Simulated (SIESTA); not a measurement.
Ni under changes of volume

One of the cells (10.780 Å³/atom); the others are scaled copies at fixed shape and fractional positions:

```
CELL_PARAMETERS angstrom
2.46424 0.00000 0.00000
-1.23212 2.13409 0.00000
0.00000 0.00000 4.09978
ATOMIC_POSITIONS crystal
Ni 0.66667 0.33333 0.75000
Ni 0.33333 0.66667 0.25000
```

This isn't the form of Ni at room conditions, which is fcc.

- Program: SIESTA 5.4.2
- Functional: PBEsol
- Potentials or basis: PseudoDojo 0.4 standard (PBEsol files)
- Basis: DZP (energy shift 0.003 Ry; two zetas on semicore shells)
- Grid cutoff: 800 Ry
- Energy shift: 0.003 Ry
- k mesh: 12 × 12 × 7
- Occupations: fermi-dirac, width 0.05 eV
- Spin: collinear spin, ferromagnetic start
- Starting moments: [1.0, 1.0] μB

```csv
volume (Å³/atom),energy over the lowest point (meV/atom),pressure (GPa),moment (μB per cell)
9.935,?,?,?
10.146,5.00,6.4,1.29
10.357,0.00,1.3,1.31
10.780,9.31,-7.6,1.35
10.992,21.93,-11.4,1.36
11.203,39.45,-14.7,1.37
```

Task: What does the run at 9.935 Å³/atom give?

Result: Energy over the lowest point 16.91 meV/atom; pressure 12.3 GPa; moment 1.27 μB per cell.

Worked out: A Birch-Murnaghan fit of order 3 (a polynomial in V^(-2/3)) to the other rows has its minimum at 10.41 Å³/atom with B0 = V·E''(V) = 239 GPa and B' = 4.7 at fixed shape and positions, which overstates the stiffness. It gives 17.32 meV/atom at 9.935 Å³/atom, against the run's 16.91, and -dE/dV = 12.4 GPa, against 12.3. A straight line through the other rows of the moment, of slope 0.0775 μB per Å³/atom, extrapolates to 1.28 μB, against the run's 1.27.

Energies are extrapolated to zero smearing.

Caveats: short orbitals over semicore shells can move pressures by several GPa; the basis of atomic orbitals isn't converged, which shifts pressures, moduli and gaps.
